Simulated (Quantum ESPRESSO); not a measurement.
# KTaO3 (Pm-3m) in Quantum ESPRESSO: a series of runs, part 3 of 4

Quantum ESPRESSO 7.5. Earlier steps stand in the parts before.

### Step 5. Wannier functions, PBEsol

Contents of pw.in:

```
&CONTROL
  calculation = 'scf'
  prefix = 'pwscf'
  outdir = './tmp'
  pseudo_dir = './pseudo'
  tprnfor = .true.
  tstress = .true.
  disk_io = 'low'
/
&SYSTEM
  ibrav = 0
  A = 3.9883
  nat = 5
  ntyp = 3
  ecutwfc = 56
  ecutrho = 448
  nbnd = 28
  occupations = 'smearing'
  smearing = 'fd'
  degauss = 0.00367493
/
&ELECTRONS
  conv_thr = 1d-09
  electron_maxstep = 120
  mixing_beta = 0.5
/
ATOMIC_SPECIES
Ta   180.9479 ta_pbesol_v1.uspp.F.UPF
K     39.0983 k_pbesol_v1.4.uspp.F.UPF
O     15.9990 o_pbesol_v1.2.uspp.F.UPF
CELL_PARAMETERS alat
   1.0000000000    0.0000000000    0.0000000000
   0.0000000000    1.0000000000    0.0000000000
   0.0000000000    0.0000000000    1.0000000000
ATOMIC_POSITIONS alat
Ta     0.0000000000    0.0000000000    0.0000000000
K      0.5000000000    0.5000000000    0.5000000000
O      0.0000000000    0.0000000000    0.5000000000
O      0.0000000000    0.5000000000    0.0000000000
O      0.5000000000    0.0000000000    0.0000000000
K_POINTS automatic
4 4 4 0 0 0
```

Changes to nscf.in since step 4:

```diff
@@ -14,3 +14,3 @@
   ecutrho = 448
-  nbnd = 43
+  nbnd = 22
   occupations = 'smearing'
```

Contents of pw2wan.in:

```
&INPUTPP
  prefix = 'pwscf'
  outdir = './tmp'
  seedname = 'w'
  write_mmn = .true.
  write_amn = .true.
  scdm_proj = .true.
  scdm_entanglement = 'isolated'
/
```

Changes to bands.in since step 4:

```diff
@@ -14,3 +14,3 @@
   ecutrho = 448
-  nbnd = 43
+  nbnd = 22
   occupations = 'smearing'
```

Changes to w.win since step 4:

```diff
@@ -1,5 +1,4 @@
-num_wann = 25
-num_bands = 38
+num_wann = 20
+num_bands = 20
 auto_projections = true
-dis_num_iter = 0
 num_iter = 1200
@@ -14,3 +13,3 @@
 mp_grid = 4 4 4
-exclude_bands = 1-5
+exclude_bands = 21-22
 begin unit_cell_cart
```

Potentials or basis: GBRV 1.5 PBEsol.

Command:

```sh
$ OMP_NUM_THREADS=1 pw.x -in pw.in > pw.out
$ OMP_NUM_THREADS=1 pw.x -in nscf.in > nscf.out
$ wannier90.x -pp w
$ OMP_NUM_THREADS=1 pw2wannier90.x -in pw2wan.in > pw2wan.out
$ wannier90.x w
$ OMP_NUM_THREADS=1 pw.x -in bands.in > bands.out
```

pw.out:

```text
This program is part of the open-source Quantum ESPRESSO suite
     for quantum simulation of materials; please cite
[... 9 lines left out ...]
     --------------------
     sticks:   dense  smooth     PW     G-vecs:    dense   smooth      PW
     Sum        2025    1005    293                68507    24207    3911

     Using Slab Decomposition

     bravais-lattice index     =            0
     lattice parameter (alat)  =       7.5368  a.u.
     unit-cell volume          =     428.1146 (a.u.)^3
     number of atoms/cell      =            5
     number of atomic types    =            3
     number of electrons       =        40.00
     number of Kohn-Sham states=           28
     kinetic-energy cutoff     =      56.0000  Ry
     charge density cutoff     =     448.0000  Ry
     scf convergence threshold =      1.0E-09
     mixing beta               =       0.5000
     number of iterations used =            8  plain     mixing
     Exchange-correlation= SLA  PW   PSX  PSC
                           (   1   4  10   8   0   0   0)

     celldm(1)=   7.536795  celldm(2)=   0.000000  celldm(3)=   0.000000
     celldm(4)=   0.000000  celldm(5)=   0.000000  celldm(6)=   0.000000

     crystal axes: (cart. coord. in units of alat)
               a(1) = (   1.000000   0.000000   0.000000 )
               a(2) = (   0.000000   1.000000   0.000000 )
               a(3) = (   0.000000   0.000000   1.000000 )

     reciprocal axes: (cart. coord. in units 2 pi/alat)
               b(1) = (  1.000000  0.000000  0.000000 )
               b(2) = (  0.000000  1.000000  0.000000 )
               b(3) = (  0.000000  0.000000  1.000000 )

     PseudoPot. # 1 for Ta read from file:
     ta_pbesol_v1.uspp.F.UPF
     Pseudo is Ultrasoft + core correction, Zval = 13.0
     Generated by new atomic code, or converted to UPF format
     Using radial grid of  921 points,  7 beta functions with:
                l(1) =   0
                l(2) =   0
                l(3) =   1
                l(4) =   1
                l(5) =   2
                l(6) =   2
                l(7) =   3
     Q(r) pseudized with  6 coefficients,  rinner =    1.300   1.300   1.300
                                                       1.300   1.300   1.300
                                                       1.300

     PseudoPot. # 2 for K  read from file:
     k_pbesol_v1.4.uspp.F.UPF
     Pseudo is Ultrasoft + core correction, Zval =  9.0
     Generated by new atomic code, or converted to UPF format
     Using radial grid of  841 points,  6 beta functions with:
                l(1) =   0
                l(2) =   0
                l(3) =   1
                l(4) =   1
                l(5) =   2
                l(6) =   2
     Q(r) pseudized with  6 coefficients,  rinner =    1.500   1.500   1.500
                                                       1.500   1.500

     PseudoPot. # 3 for O  read from file:
     o_pbesol_v1.2.uspp.F.UPF
     Pseudo is Ultrasoft + core correction, Zval =  6.0
     Generated by new atomic code, or converted to UPF format
     Using radial grid of  737 points,  5 beta functions with:
                l(1) =   0
                l(2) =   0
                l(3) =   1
                l(4) =   1
                l(5) =   2
     Q(r) pseudized with  8 coefficients,  rinner =    0.900   0.900   0.900
                                                       0.900   0.900

     atomic species   valence    mass     pseudopotential
     Ta               13.00   180.94790     Ta( 1.00)
     K                 9.00    39.09830     K ( 1.00)
     O                 6.00    15.99900     O ( 1.00)

     48 Sym. Ops., with inversion, found

   Cartesian axes

     site n.     atom                  positions (alat units)
         1        Ta     tau(   1) = (   0.0000000   0.0000000   0.0000000  )
         2        K      tau(   2) = (   0.5000000   0.5000000   0.5000000  )
         3        O      tau(   3) = (   0.0000000   0.0000000   0.5000000  )
         4        O      tau(   4) = (   0.0000000   0.5000000   0.0000000  )
         5        O      tau(   5) = (   0.5000000   0.0000000   0.0000000  )

     number of k points=    10  Fermi-Dirac smearing, width (Ry)=  0.0037
                       cart. coord. in units 2pi/alat
        k(    1) = (   0.0000000   0.0000000   0.0000000), wk =   0.0312500
        k(    2) = (   0.0000000   0.0000000   0.2500000), wk =   0.1875000
        k(    3) = (   0.0000000   0.0000000  -0.5000000), wk =   0.0937500
        k(    4) = (   0.0000000   0.2500000   0.2500000), wk =   0.3750000
        k(    5) = (   0.0000000   0.2500000  -0.5000000), wk =   0.3750000
        k(    6) = (   0.0000000  -0.5000000  -0.5000000), wk =   0.0937500
        k(    7) = (   0.2500000   0.2500000   0.2500000), wk =   0.2500000
        k(    8) = (   0.2500000   0.2500000  -0.5000000), wk =   0.3750000
        k(    9) = (   0.2500000  -0.5000000  -0.5000000), wk =   0.1875000
        k(   10) = (  -0.5000000  -0.5000000  -0.5000000), wk =   0.0312500

     Dense  grid:    68507 G-vectors     FFT dimensions: (  54,  54,  54)

     Smooth grid:    24207 G-vectors     FFT dimensions: (  36,  36,  36)

     Initial potential from superposition of free atoms

     starting charge      39.4953, renormalised to      40.0000

     negative rho (up, down):  9.341E-02 0.000E+00
     Starting wfcs are   33 randomized atomic wfcs

     Self-consistent Calculation

     iteration #  1     ecut=    56.00 Ry     beta= 0.50
     Davidson diagonalization with overlap
     ethr =  1.00E-02,  avg # of iterations =  5.2

     negative rho (up, down):  9.521E-02 0.000E+00
[... 19 lines left out ...]
     total energy              =    -295.91837863 Ry
     estimated scf accuracy    <       0.03435874 Ry

     iteration #  4     ecut=    56.00 Ry     beta= 0.50
     Davidson diagonalization with overlap
     c_bands:  1 eigenvalues not converged
     ethr =  8.59E-05,  avg # of iterations =  8.7

     negative rho (up, down):  9.789E-02 0.000E+00

     total energy              =    -295.92241280 Ry
     estimated scf accuracy    <       0.00633566 Ry
[... 64 lines left out ...]
     iteration # 12     ecut=    56.00 Ry     beta= 0.50
     Davidson diagonalization with overlap
     ethr =  6.79E-11,  avg # of iterations =  2.0

     negative rho (up, down):  9.821E-02 0.000E+00

     End of self-consistent calculation

          k = 0.0000 0.0000 0.0000 (  2969 PWs)   bands (ev):

   -58.8177 -25.3390 -25.3390 -25.3390 -18.4334  -8.7539  -8.0333  -8.0333
    -2.0584  -2.0584  -2.0584   6.2426   6.2426   6.2426   7.6063   7.6063
     7.6063   8.0532   8.0532   8.0532  10.7982  10.7982  10.7982  15.1515
    15.4784  15.4784  16.6151  16.6151
[... 24 lines left out ...]
   -58.8175 -25.4242 -25.3788 -25.3333 -18.3966  -8.3977  -7.7001  -7.1416
    -2.0378  -1.9832  -1.9827   3.2030   4.7199   4.8305   5.9527   6.1110
     7.0336   7.2497   7.2711   8.1391  12.4149  13.7080  14.1930  16.2328
    18.3614  18.4806  18.7171  19.5981

          k = 0.0000-0.5000-0.5000 (  3048 PWs)   bands (ev):

   -58.8174 -25.4217 -25.4217 -25.3315 -18.3891  -8.2727  -7.1749  -7.1749
    -2.0529  -2.0529  -1.9468   3.1262   3.2632   4.0690   5.8074   5.8074
     7.0237   7.2323   7.2323   8.6443  13.7280  13.7280  15.0151  16.3589
    18.7125  19.0472  20.4466  20.4466
[... 10 lines left out ...]
   -58.8174 -25.4219 -25.3770 -25.3765 -18.3887  -7.9436  -7.5800  -7.1357
    -2.1761  -2.0907  -2.0061   3.2049   4.7290   4.8564   4.8621   5.1520
     5.6680   7.8659   8.0026   8.2370  13.2445  14.1873  14.2969  18.2346
    18.3278  18.3706  19.0071  19.1814

          k = 0.2500-0.5000-0.5000 (  3060 PWs)   bands (ev):

   -58.8173 -25.4195 -25.4195 -25.3748 -18.3809  -7.7268  -7.1306  -7.1306
    -2.1934  -2.1934  -2.1487   3.1455   3.2707   4.4120   4.9418   5.1291
     5.1291   8.1198   8.1198   8.6643  14.2860  14.2860  15.0875  17.6900
    18.5789  18.5789  19.4343  19.5867

          k =-0.5000-0.5000-0.5000 (  3016 PWs)   bands (ev):

   -58.8172 -25.4174 -25.4174 -25.4174 -18.3727  -7.0844  -7.0844  -7.0844
    -2.3341  -2.3341  -2.3341   3.1039   3.2783   3.2783   4.7440   4.7440
     4.7440   8.6847   8.6847   8.6847  15.1551  15.1551  15.1551  17.4831
    17.4831  17.4831  19.3219  21.4237

     the Fermi energy is     9.7454 ev

!    total energy              =    -295.92399767 Ry
     estimated scf accuracy    <          8.7E-10 Ry
     smearing contrib. (-TS)   =      -0.00000000 Ry
     internal energy E=F+TS    =    -295.92399767 Ry

     The total energy is F=E-TS. E is the sum of the following terms:
     one-electron contribution =     -72.52114799 Ry
     hartree contribution      =      56.67170195 Ry
     xc contribution           =     -72.71007880 Ry
     ewald contribution        =    -207.36447283 Ry

     convergence has been achieved in  12 iterations

     negative rho (up, down):  9.821E-02 0.000E+00

     Forces acting on atoms (cartesian axes, Ry/au):

     atom    1 type  1   force =     0.00000000    0.00000000    0.00000000
     atom    2 type  2   force =     0.00000000    0.00000000    0.00000000
     atom    3 type  3   force =     0.00000000    0.00000000    0.00000000
     atom    4 type  3   force =     0.00000000    0.00000000    0.00000000
     atom    5 type  3   force =     0.00000000    0.00000000    0.00000000

     Total force =     0.000000     Total SCF correction =     0.000000

     Computing stress (Cartesian axis) and pressure

     negative rho (up, down):  9.821E-02 0.000E+00
          total   stress  (Ry/bohr**3)                   (kbar)     P=       -0.70
  -0.00000477   0.00000000   0.00000000           -0.70        0.00        0.00
   0.00000000  -0.00000477   0.00000000            0.00       -0.70        0.00
   0.00000000   0.00000000  -0.00000477            0.00        0.00       -0.70

=------------------------------------------------------------------------------=
   JOB DONE.
=------------------------------------------------------------------------------=
```

It took 6.6 min on 1 thread of AMD EPYC (Zen 3), shared host; peak memory 0.49 GiB.

What came out:

| Item | Value |
| --- | --- |
| Free energy | -4026.2511 eV |
| Pressure | -0.1 GPa |
| Band gap on the k mesh | 2.11 eV, indirect (least direct gap 2.74 eV) |
| Band gap along the path | 2.11 eV, indirect (least direct gap 2.75 eV) |
| Total Wannier spread | 13.52 Å² over 20 functions |
| RMS miss of the Wannier bands | 0.009 eV |

Levels at the corners of the path, in eV from the valence-band top:
```csv
point,band 16,band 17,band 18,band 19,band 20,band 21,band 22
Γ,-1.08,-1.08,-0.63,-0.63,-0.63,2.11,2.11
X,-2.35,-2.18,-1.55,-0.86,-0.86,2.28,5.00
M,-2.88,-1.66,-1.45,-1.45,-0.04,5.04,5.04
Γ,-1.08,-1.08,-0.63,-0.63,-0.63,2.11,2.11
R,-3.94,-3.94,0.00,0.00,0.00,6.47,6.47
X,-2.35,-2.18,-1.55,-0.86,-0.86,2.28,5.00
M,-2.88,-1.66,-1.45,-1.45,-0.04,5.04,5.04
R,-3.94,-3.94,0.00,0.00,0.00,6.47,6.47
```

Wannier functions:
```csv
function,nearest atom,distance (Å),spread (Å²),on-site energy from the reference level (eV)
1,1 Ta,0.30,0.42,-42.17
2,1 Ta,0.30,0.42,-42.17
3,1 Ta,0.30,0.42,-42.12
4,3 O,0.39,0.71,-9.19
5,5 O,0.39,0.70,-9.25
6,4 O,0.39,0.70,-9.24
7,3 O,0.36,0.77,-8.22
8,5 O,0.36,0.78,-8.13
9,4 O,0.36,0.78,-8.15
10,5 O,0.31,0.88,-6.53
11,4 O,0.31,0.88,-6.51
12,3 O,0.31,0.88,-6.51
13,1 Ta,0.30,0.42,-42.18
14,2 K,0.35,0.52,-15.75
15,2 K,0.35,0.52,-15.73
16,2 K,0.35,0.52,-15.74
17,3 O,0.30,0.89,-6.33
18,4 O,0.31,0.89,-6.36
19,5 O,0.30,0.89,-6.35
20,2 K,0.35,0.52,-15.78
```

Parts of the spread (Å²): invariant 11.07, diagonal 0.000, off-diagonal 2.45, total 13.52. Against the direct bands the interpolation misses by 9 meV (root mean square) and 61 meV at most, for states up to 1 eV over the reference level.

Caveat: spin-orbit coupling is left out, which moves the levels of the heavy elements; the Wannier minimisation didn't converge. A hybrid or GW would open this gap; PBEsol tends to underestimate it.

(Part 3 of 4 ends here.)
